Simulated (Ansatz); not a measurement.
Runs of Ansatz 0.2.0 on FeO. It takes space group I4/mmm (No. 139, tetragonal). Conventional cell: a = 3.204 Å, b = 3.204 Å, c = 4.167 Å, α = 90.00°, β = 90.00°, γ = 90.00°. Around Fe (site symmetry 4/mmm) lie 6 O at 2.08 to 2.27 Å. O (site symmetry 4/mmm) is surrounded by 6 Fe at 2.08 to 2.27 Å. The cell comes from a database or a generator and needn't be the stable form of this composition.

```tsv
task	level	potentials or basis	cutoff (eV)	basis error allowed	pressure (GPa)	moment (μB)
band structure	LDA	all-electron LAPW, scalar-relativistic	375	0.001 eV/atom	(a)	4.00
band structure	PBEsol	all-electron LAPW, inner shells corrected to Dirac's equation	376	0.001 eV/atom	-16.2	4.00
band structure	PBEsol	all-electron LAPW, non-relativistic	376	0.001 eV/atom	-15.4	4.00
band structure	PBEsol	all-electron PAW datasets made for the crystal	420	-	-16.2	4.00
single point	PBEsol	all-electron LAPW, scalar-relativistic	376	0.001 eV/atom	-16.2	4.00
```

Alike in all rows: spin collinear, ferromagnetic start; cell as given; k mesh 12 × 12 × 12; smearing fermi-dirac 0.05 eV.

Problem. Estimate the missing entries.

Solution. (a) -22.5.

Caveats: a cell with one magnetic atom can't hold antiferromagnetic order, which such compounds often take; so large a pressure means that the cell lies far from this level's equilibrium, or that cutoff or potentials fall short (some runs).

Not every run made on this cell is shown here.
